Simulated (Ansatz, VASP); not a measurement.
## TePb: VASP beside Ansatz

POSCAR

```
TePb
1.0
    0.0000000000      3.3894003779      3.2678368472
    3.3894003779      0.0000000000      3.2678368472
    3.3894003779      3.3894003779      0.0000000000
Pb Te
1 1
Direct
    0.0000000000      0.0000000000      0.0000000000
    0.5000000000      0.5000000000      0.5000000000
```

Contents of INCAR.step1:

```
PREC = Accurate
ENCUT = 520
ISMEAR = 0
SIGMA = 0.01
LREAL = F
LASPH = T
NELM = 100
NBANDS = 17
GGA = PE
ALGO = Normal
EDIFF = 1E-4
LWAVE = T
LCHARG = F
```

Contents of INCAR.step2:

```
PREC = Accurate
ENCUT = 520
EDIFF = 1E-6
ISMEAR = 0
SIGMA = 0.01
LREAL = F
LASPH = T
NELM = 100
ALGO = Normal
ISIF = 2
LWAVE = F
LCHARG = F
METAGGA = R2SCAN
LMIXTAU = T
NBANDS = 17
ISTART = 1
```

KPOINTS

```
regular mesh
0
Gamma
  8 8 8
```

Input for Ansatz:

```yaml
crystal:
  lattice:
    - [0.0, 3.3894003779, 3.2678368472]
    - [3.3894003779, 0.0, 3.2678368472]
    - [3.3894003779, 3.3894003779, 0.0]
  atoms:
    - { symbol: Pb, position: [0.0, 0.0, 0.0] }
    - { symbol: Te, position: [0.5, 0.5, 0.5] }
kpoints:
  mp_grid: { grid: [8, 8, 8] }
  band_path:
    path:
      - [0.0, 0.0, 0.0]
      - [0.5, 0.0, 0.5]
      - [0.625, 0.25, 0.625]
      - [0.375, 0.375, 0.75]
      - [0.5, 0.5, 0.5]
      - [0.5, 0.25, 0.75]
      - [0.0, 0.0, 0.5]
    npoints: 1
hamiltonian:
  xc: r2scan
scf:
  occupations: { method: fixed }
  n_extra_bands: 4
output:
  forces: true
  stress: true
  eigenvalues: true
  write_density: true
  write_potential: true
  elf: true
  volumetric_format: npy
```

Change from the starting cell: biaxial_xy strain +3.7%.

Alike in both runs: task single point; functional r2SCAN; k mesh 8 × 8 × 8; no spin polarisation.

```csv
,VASP,Ansatz
version,VASP 6.6.1,Ansatz 0.2.0
potentials or method,"VASP PAW PBE potentials, release 64 (Pb_d, Te)","plane waves, PAW"
plane-wave cutoff (eV),520,500
occupations,"gaussian, width 0.01 eV",fixed
valence electrons in the cell,20,30
```

Ansatz gave:

```
gap on the k mesh at the Fermi level (eV)       : 1.16
pressure (GPa)                                  : -2.5
largest component of the traceless stress (GPa) : 1.99
```

Question: What did VASP give for the same quantities?

Answer: gap on the k mesh at the Fermi level (eV): 1.16; pressure (GPa): -2.5; largest component of the traceless stress (GPa): 2.00.

The two sets of potentials don't hold the same shells in valence.

Caveats: the PAW data sets were made with another functional, which shifts forces and pressure a little (VASP); spin-orbit coupling is left out, which as a rule narrows the gap of such compounds by several tenths of an eV. A k mesh can miss the band edges.
